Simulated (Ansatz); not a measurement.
Crystal: WS2, a slab with vacuum.

```xyz
9
Lattice="3.1830 0.0000 0.0000 -1.5915 2.7565 0.0000 0.0000 0.0000 28.5322" Properties=species:S:1:pos:R:3 pbc="T T T"
W     1.5915    0.9188   12.3933
W     1.5915    0.9188   25.2662
W     0.0000    0.0000   18.8109
S     1.5915    0.9188   17.2513
S     0.0000    0.0000   10.8340
S     0.0000    0.0000   23.7059
S     1.5915    0.9188   20.3706
S     0.0000    0.0000   13.9531
S     0.0000    0.0000   26.8256
```

Program: Ansatz 0.2.0. Alike in all runs: potentials or basis Ansatz PAW; no spin polarisation; cell as given.

Order these runs on this cell by their band gap on the k mesh, lowest first.
A. level PBE0; k mesh 6 × 6 × 1; cutoff (eV) 420; smearing fixed; level pbe0; run kind scf
B. level HSE06; k mesh 6 × 6 × 2; cutoff (eV) 420; smearing fermi-dirac 0.05 eV
C. level r2SCAN+U; U W d U = 2 eV; k mesh 7 × 7 × 1; cutoff (eV) 500; smearing fermi-dirac 0.05 eV; hubbard projectors ortho-atomic (the default); double counting fll (the default)
D. level PBEsol; k mesh 10 × 10 × 1; cutoff (eV) 420; smearing fermi-dirac 0.05 eV; points for each segment of the path 10

D (1.43 eV), C (1.65 eV), B (1.82 eV), A (2.47 eV).

Caveats: spin-orbit coupling is left out, which moves the levels of the heavy elements; the k mesh misses the band edges, so the gap on the mesh is wider than the one along the path (some runs); odd divisions of the mesh miss points on the zone boundary, where band edges often lie, so the gap on the mesh can be too wide (some runs); the density of states is complete only up to the lowest level of the last band computed (some runs).

Not every run made on this cell is shown here.
